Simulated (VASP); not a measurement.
Write the native input for VASP 6.6.1 that does the following.

- Task: relaxation of the atoms
- Functional: LDA
- Potentials or basis: VASP PAW LDA potentials, release 64 (Ba_sv, F)
- Cutoff: 600 eV
- k mesh: 8 × 8 × 8
- Occupations: gaussian, width 0.03 eV
- Spin: no spin polarisation
- Further INCAR settings: ALGO = Fast; EDIFF = 1e-07; IBRION = 2; EDIFFG = -0.01; NSW = 40

The structure of BaF2 (Frankdicksonite) lies in POSCAR:

```
BaF2                                    
1.0
    0.0000000000      2.9816034503      2.9816034503
    2.9816034503      0.0000000000      2.9816034503
    2.9816034503      2.9816034503      0.0000000000
  Ba              F             
     1     2
Direct
     0.0000000000000000    1.0000000000000000    0.0000000000000000
     0.2500000000000000    0.2500000000000000    0.2500000000000000
     0.7500000000000000    0.7500000000000000    0.7500000000000000
```

The cell isn't the ideal one: a relaxed cell with its volume scaled by 0.94.

One way to write it, as run:

INCAR

```
ALGO = Fast
EDIFF = 1E-7
EDIFFG = -0.01
ENCUT = 600
IBRION = 2
ISIF = 2
ISMEAR = 0
LASPH = T
LCHARG = F
LREAL = F
LWAVE = F
NELM = 80
NSW = 40
PREC = Accurate
SIGMA = 0.03
```

KPOINTS

```
k-points
0
Gamma
  8 8 8
```

Potentials or basis: VASP PAW LDA potentials, release 64 (Ba_sv, F).

The run is started by

```bash
$ cat potpaw_LDA.64/Ba_sv/POTCAR potpaw_LDA.64/F/POTCAR > POTCAR
$ mpirun -np 1 vasp_std > vasp.out
```

Results of the run:

```json
{
 "Pressure after relaxing": "5.1 GPa",
 "Band gap on the k mesh": "6.85 eV, indirect (least direct gap 7.03 eV)"
}
```

Caveat: the relaxation stopped at its first step, so nothing moved; spin-orbit coupling is left out, which moves the levels of the heavy elements.

Run time: 45 s on 1 thread of Intel(R) Xeon(R) Platinum 8488C (Sapphire Rapids) (shared host), peak memory 0.19 GiB.
